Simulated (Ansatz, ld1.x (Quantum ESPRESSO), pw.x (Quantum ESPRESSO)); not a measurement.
**Equation-of-state test of one TM potential (tin (Sn))**

ld1.x (Quantum ESPRESSO) 7.5 input, shortened:

```
&input
   title='Sn', zed=50., rel=1, dft='PBE', iswitch=3,
   config='[Kr] 4d10 5s1.75 5p2.25'
 /
 &inputp
   pseudotype=2, tm=.true., lloc=-1, rcloc=2.05,
   nlcc=.true., rcore=1.65
 /
2
5S  1  0   1.75   0.00  2.20  2.20  0.0
5P  2  1   2.25   0.00  2.10  2.10  0.0
 &test
   configts(1)='5s1.75 5p2.25'
 /
```

Atomic tests: cutoffs needed: 12 Ry and 30 Ry (the cutoffs (Ry, on a coarse ladder) from which the occupation-weighted sum of valence levels, in a spherical-Bessel basis at the reference potential, stays within 10 and 1 mRy of its value at 400 Ry); ghost test: no extra level below or beside the all-electron valence levels (s, p, d, f tested) (spherical-Bessel basis up to 400 Ry, 20 bohr box); largest excitation error: -259 meV (all-electron minus pseudo) for 5s1 5p0, out of 7 test configurations.

Crystal test: bcc Sn in pw.x 7.5, no spin, 12³ k-points, Fermi–Dirac smearing 0.01 Ry, cutoffs 50/200 Ry. The lattice is a test structure that the element need not adopt, and mesh and smearing are coarse.

pw.x input:

```
&control
  calculation='scf', prefix='x', pseudo_dir='./', outdir='./tmp', tstress=.true., disk_io='low'
/
&system
  ibrav=0, nat=1, ntyp=1, ecutwfc=50, ecutrho=200, nbnd=9,
  occupations='smearing', smearing='fd', degauss=0.01
/
&electrons
  conv_thr=1e-09, mixing_beta=0.4, electron_maxstep=70
/
ATOMIC_SPECIES
Sn 1.0 Sn.UPF
CELL_PARAMETERS angstrom
  -1.90809107 1.90809107 1.90809107
  1.90809107 -1.90809107 1.90809107
  1.90809107 1.90809107 -1.90809107
ATOMIC_POSITIONS crystal
Sn 0.0000 0.0000 0.0000
K_POINTS automatic
12 12 12 0 0 0
```

```bash
pw.x < Sn.scf.in > Sn.scf.out
```

Q: How does the run end?

A: It converges; the pressure is -18.11 GPa against -0.26 GPa from all-electron LAPW. This is a poor potential for the solid. The pseudo pressure rises with volume over the whole range, a mechanical instability. The log shows:

```
Message from routine setup:
     using ibrav=0 with symmetry is DISCOURAGED, use correct ibrav instead
     lattice parameter (alat)  =       6.2454  a.u.
     unit-cell volume          =     187.5227 (a.u.)^3
     number of electrons       =         4.00
     number of Kohn-Sham states=            9
     kinetic-energy cutoff     =      50.0000  Ry
     charge density cutoff     =     200.0000  Ry
     scf convergence threshold =      1.0E-09
     Exchange-correlation= PBE
     number of k points=    72  Fermi-Dirac smearing, width (Ry)=  0.0100
     iteration #  1     ecut=    50.00 Ry     beta= 0.40
     total energy              =     -13.93148491 Ry
     estimated scf accuracy    <       0.00163369 Ry
     iteration #  2     ecut=    50.00 Ry     beta= 0.40
     total energy              =     -13.93137385 Ry
     estimated scf accuracy    <       0.00046720 Ry
     iteration #  3     ecut=    50.00 Ry     beta= 0.40
     total energy              =     -13.93142037 Ry
     estimated scf accuracy    <       0.00000318 Ry
     iteration #  4     ecut=    50.00 Ry     beta= 0.40
     total energy              =     -13.93142285 Ry
     estimated scf accuracy    <       0.00000020 Ry
     iteration #  5     ecut=    50.00 Ry     beta= 0.40
     total energy              =     -13.93142287 Ry
     estimated scf accuracy    <       0.00000001 Ry
     iteration #  6     ecut=    50.00 Ry     beta= 0.40
     the Fermi energy is     5.5454 ev
!    total energy              =     -13.93142287 Ry
     estimated scf accuracy    <          2.4E-10 Ry
     smearing contrib. (-TS)   =      -0.00269989 Ry
     The total energy is F=E-TS. E is the sum of the following terms:
     one-electron contribution =       3.43545277 Ry
     hartree contribution      =       0.05119598 Ry
     xc contribution           =      -9.34112641 Ry
     ewald contribution        =      -8.07424533 Ry
     convergence has been achieved in   6 iterations
          total   stress  (Ry/bohr**3)                   (kbar)     P=     -181.14
```
